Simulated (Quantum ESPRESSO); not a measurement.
**BP and the effect of the choice of potentials or basis**

The cell as given:

```xyz
2
Lattice="0.0000 2.2690 2.2690 2.2690 0.0000 2.2690 2.2690 2.2690 0.0000" Properties=species:S:1:pos:R:3 pbc="T T T"
P     3.4035    3.4035    3.4035
B     0.0000    0.0000    0.0000
```

Kept alike: task relaxation of cell and atoms; functional PBE; k mesh 10 × 10 × 10; occupations fermi-dirac, width 0.05 eV; no spin polarisation. Program: Quantum ESPRESSO. Cutoffs run from 612 to 1116 eV. The mesh is that of the run's cell of 2 atoms. No spin-orbit coupling.

```csv
choice of potentials or basis,band gap (eV),volume (Å³/atom)
Ansatz NC SR PBE,1.255,11.761
GBRV 1.5 PBE,1.260,11.748
PseudoDojo 0.4 SR PBE stringent,1.260,11.752
PseudoDojo 0.4.1 SR PBE standard,1.260,11.752
PseudoDojo 0.5 SR PBE standard,1.260,11.752
PseudoDojo 0.5 SR PBE stringent,1.260,11.752
SG15 PBE 1.2,1.278,11.707
SPMS 1.0 PBE,1.258,11.746
SSSP 1.3 efficiency PBE,1.255,11.760
```

Gaps hold for each row's own relaxed cell. The relaxations keep at least the cell's symmetry (F-43m). Relaxations stop with a little pressure left, so the last digits of a volume or edge aren't settled. Runs of this series that gave no sound value for these columns are left out. A gap read on the mesh alone can miss an edge between its points.

Q: What does the choice of potentials or basis change here?

A: The band gap runs from 1.255 (Ansatz NC SR PBE; SSSP 1.3 efficiency PBE) to 1.278 eV (SG15 PBE 1.2). The volume runs from 11.707 (SG15 PBE 1.2) to 11.761 Å³/atom (Ansatz NC SR PBE). Measured: 11.7 Å³/atom at 299.8 K (arxiv:1906.04101); nearest SG15 PBE 1.2, 0.01 Å³/atom off. The runs are for a static lattice.
